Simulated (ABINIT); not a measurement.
Crystal: EuS.

```
Eu S
1.0
     0.00000    2.97850    2.97850
     2.97850    0.00000    2.97850
     2.97850    2.97850    0.00000
Eu S
1 1
Cartesian
  0.0000 0.0000 0.0000
  2.9785 2.9785 2.9785
```

| Quantity | Value |
| --- | --- |
| Program | ABINIT 10.8.3 (patched build) |
| Task | relaxation of cell and atoms |
| Functional | PBE |
| Potentials or basis | PseudoDojo NC SR PBE v0.4 lanthanides 3+ (4f in core; v0.4.1 standard for the other elements) |
| Cutoff | 707 eV |
| k mesh | 6 × 6 × 6 |
| Occupations | fermi-dirac, width 0.05 eV |
| Spin | collinear spin, ferromagnetic start |
| Starting moments | [7.0, 0.0] μB |

At the start: pressure -10.9 GPa; volume 26.42 Å³/atom.

**Question.** Where does the relaxation end?

**Answer.** Over 6 steps the energy falls by 173.5 meV/atom and the volume is 22.12 Å³/atom (-16.3 %); space group Fm-3m (No. 225, to 0.05 Å); moment 0.00 μB per cell.

The path:
```csv
step,energy change (eV),largest force (eV/Å),pressure (GPa),volume (Å³)
1,0.0000,0.0000,-10.89,52.85
2,-0.1116,0.0000,-9.60,51.11
3,-0.3029,0.0000,6.03,41.77
4,-0.3450,0.0000,-1.12,44.80
5,-0.3470,0.0000,-0.09,44.29
6,-0.3470,0.0000,0.00,44.24
```

Final structure:
```xyz
2
Lattice="0.0000 2.8072 2.8072 2.8072 0.0000 2.8072 2.8072 2.8072 0.0000" Properties=species:S:1:pos:R:3 pbc="T T T"
Eu    0.0000    0.0000    0.0000
S     2.8072    2.8072    2.8072
```

Caveat: the volume moved by over 15 % at a fixed basis, so the end points are rough; the volume moved by -16 % from the deposited cell, more than functionals usually miss.
